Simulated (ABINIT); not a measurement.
Pb in ABINIT: convergence with k mesh

The system is Pb.

```
CELL_PARAMETERS angstrom
-1.97966 1.97966 1.97966
1.97966 -1.97966 1.97966
1.97966 1.97966 -1.97966
ATOMIC_POSITIONS crystal
Pb 0.00000 0.00000 0.00000
```

This isn't the form of Pb at room conditions, which is fcc.

| Item | Value |
| --- | --- |
| Program | ABINIT 10.8.3 (patched build) |
| Task | single point |
| Functional | PBE |
| Potentials or basis | JTH PAW PBE v2.0 |
| Cutoff | 599 eV |
| k mesh | 2 × 2 × 2 |
| Occupations | cold (ABINIT), width 0.1 eV |
| Spin | no spin polarisation |

These are the settings of the first run; the series varies k mesh, with any setting tied to it.

Hardware: 1 thread of Arm Neoverse V2 (shared host).

| k mesh | energy less the tightest run (meV/atom) | pressure (GPa) | SCF cycles | CPU time (s) | peak memory (GiB) |
| --- | --- | --- | --- | --- | --- |
| 2 × 2 × 2 | -1728.24 | -6.41 | 11 | 2.6 | 0.09 |
| 3 × 3 × 3 | 113.75 | 0.67 | 10 | 3 | 0.09 |
| 4 × 4 × 4 | 202.35 | 0.03 | 9 | 3.5 | 0.09 |
| 5 × 5 × 5 | 57.24 | 2.85 | 10 | 4.6 | 0.09 |
| 7 × 7 × 7 | -31.16 | 0.54 | 11 | 7.7 | 0.1 |
| 8 × 8 × 8 | -28.88 | 1.34 | 10 | 9.4 | 0.1 |
| 9 × 9 × 9 | 11.67 | 0.74 | 10 | 11 | 0.1 |
| 11 × 11 × 11 | -9.76 | 1.28 | 10 | 16 | 0.11 |
| 14 × 14 × 14 | 0.00 | 1.10 | 10 | 29 | 0.14 |

Not settled before the last step: the energy (to 1 meV/atom), the pressure (to 0.1 GPa). Meshes of other sizes hit other points, so gaps and Fermi surfaces needn't settle smoothly. The tightest run that finished is the yardstick and may itself not be fully converged.

The run has no spin-orbit coupling, so splittings on Pb are missing.
